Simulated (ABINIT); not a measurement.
The system is WS2.

```xyz
3
Lattice="1.5790 0.9116 6.1633 -1.5790 0.9116 6.1633 0.0000 -1.8233 6.1633" Properties=species:S:1:pos:R:3 pbc="T T T"
W     0.0000    0.0000    0.0000
S     0.0000    0.0000   10.7427
S     0.0000    0.0000   13.8730
```

Measurements of this composition are mostly on another form, of space group No. 194.

Base run:

* Program: ABINIT 10.8.3 (patched build)
* Functional: LDA
* Potentials or basis: PseudoDojo NC SR LDA v0.4.1 standard
* Cutoff: 816 eV
* k mesh: 8 × 8 × 8
* Occupations: fermi-dirac, width 0.05 eV
* Spin: no spin polarisation

Its results: band gap on the k mesh 1.10 eV, indirect (least direct gap 2.28 eV); pressure -4.1 GPa; largest force 0.593 eV/Å.

Task: The run is repeated on the same cell with these changes: functional from LDA to PBEsol; potentials or basis from PseudoDojo NC SR LDA v0.4.1 standard to PseudoDojo NC SR PBEsol v0.4.1 standard; cutoff from 816 eV to 844 eV. What comes out?

Result: Band gap on the k mesh 1.12 eV, indirect (least direct gap 2.29 eV); pressure -0.7 GPa; largest force 0.599 eV/Å.

Caveats: spin-orbit coupling is left out, which moves the levels of the heavy elements; the cutoff is short for stress, so the pressure is rough (some runs).

A k mesh can miss the band edges.
